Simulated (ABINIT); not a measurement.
Ti in ABINIT: convergence with tolvrs

Crystal: Ti.

```
CELL_PARAMETERS angstrom
2.95000 0.00000 0.00000
-1.47500 2.55477 0.00000
0.00000 0.00000 4.68000
ATOMIC_POSITIONS crystal
Ti 0.66667 0.33333 0.75000
Ti 0.33333 0.66667 0.25000
```

| Quantity | Value |
| --- | --- |
| Program | ABINIT 10.8.3 (patched build) |
| Task | single point |
| Functional | r2SCAN |
| Potentials or basis | SPMS NC PBE v1.0 |
| Cutoff | 980 eV |
| k mesh | 8 × 8 × 5 |
| Occupations | fermi-dirac, width 0.1 eV |
| Spin | no spin polarisation |

These are the settings of the first run; the series varies tolvrs, with any setting tied to it.

Hardware: 1 thread of Arm Neoverse V1 (shared host).

```csv
tolvrs,"energy less the tightest run, at zero smearing (meV/atom)",pressure (GPa),SCF cycles,CPU time (s),peak memory (GiB)
0.01,0.01,-2.26,6,190,0.14
0.001,0.01,-2.26,6,190,0.14
0.0001,0.00,-2.22,8,240,0.14
1e-05,0.00,-2.20,12,330,0.14
1e-06,0.00,-2.19,13,360,0.14
1e-08,0.00,-2.19,15,410,0.14
1e-10,0.00,-2.19,17,450,0.14
1e-13,0.00,-2.19,31,780,0.14
```

Against the tightest run, the energy stays within 1 meV/atom from 0.01 on; the pressure stays within 0.1 GPa from 0.01 on. The tightest run that finished is the yardstick and may itself not be fully converged.

Caveat, for the tightest run too: a meta-GGA on potentials with a model core is unreliable; the potentials were made for another functional, which shifts forces and pressure.
